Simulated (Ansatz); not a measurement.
We consider chalcopyrite CuInS2, described by LDA (Ansatz, an electronic-structure program, plane waves, PAW).

Settings: plane-wave cutoff 520 eV, 10×10×10 k mesh, Fermi–Dirac smearing 0.01 eV, no spin polarisation, scalar-relativistic PAW data made under PBE.

Shape and atoms are relaxed at each volume.

Pressure at four volumes; x = ln(V/20.112 Å³). One pressure is withheld.

```csv
V (Å³/atom),x,P (GPa)
19.307,-0.0408,?
19.709,-0.0202,1.78
20.112,0.0000,0.00
20.916,0.0392,-2.99
```

Question: Pass a parabola P(x) through the three rows shown, estimate the bulk modulus and its pressure derivative near zero pressure, and predict the withheld pressure.

Answer: Slopes between the rows: (0.00 − (1.78))/(0.0000 − (-0.0202)) = -88.12 and (-2.99 − (0.00))/(0.0392 − (0.0000)) = -76.28 GPa. Their difference over the span 0.0594 is c = 11.84/0.0594 = 199.3 GPa, so P(x) = 1.78 + (-88.12)(x − (-0.0202)) + 199.3 (x − (-0.0202))(x − (0.0000)). At the middle row B = −dP/dx = −[-88.12 + 199.3 × 0.0202] = 84.1 GPa, and B′ = dB/dP = 2c/B = 4.7. At x = -0.0408 the parabola gives 3.76 GPa; the run gives 3.78 GPa. The Birch–Murnaghan fit to the energies at all volumes has B0 = 83.8 GPa and B′ = 4.8.

Spin–orbit coupling is not included.
